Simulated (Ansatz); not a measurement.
The system is Al.

```
Al
1.0
    -1.59122    1.59122    1.59122
     1.59122   -1.59122    1.59122
     1.59122    1.59122   -1.59122
Al
1
Direct
  0.00000 0.00000 0.00000
```

This isn't the form of Al at room conditions, which is fcc.

```yaml
Program: Ansatz 0.2.0
Task: relaxation of cell and atoms
Functional: PBEsol
Potentials_or_basis: Ansatz PAW
Cutoff: "420 eV (not typed: the program's choice for these potentials)"
k_mesh: 12 × 12 × 12
Occupations: fermi-dirac, width 0.05 eV
Spin: no spin polarisation
```

At the start: volume 16.12 Å³/atom.

Q: Where does the relaxation end?

A: It ends after 5 steps and the volume is 16.59 Å³/atom (+2.9 %); space group Im-3m (No. 229, to 0.05 Å).

Step by step:
| step | energy change (eV) | largest force (eV/Å) | volume (Å³) |
| --- | --- | --- | --- |
| 1 | 0.0000 | 0.0000 | 16.12 |
| 2 | -0.0031 | 0.0000 | 16.58 |
| 3 | -0.0033 | 0.0000 | 16.58 |
| 4 | -0.0032 | 0.0000 | 16.59 |
| 5 | -0.0033 | 0.0000 | 16.59 |

Final structure:
```xyz
1
Lattice="-1.6066 1.6066 1.6066 1.6066 -1.6066 1.6066 1.6066 1.6066 -1.6066" Properties=species:S:1:pos:R:3 pbc="T T T"
Al    0.0000    0.0000    0.0000
```

Caveat: the plane-wave basis is chosen anew once the cell has moved, so the energies of steps on either side of that aren't comparable; the PAW data sets come from PBE, with cores solved anew for the run's functional, which leaves a small shift of forces and pressure.
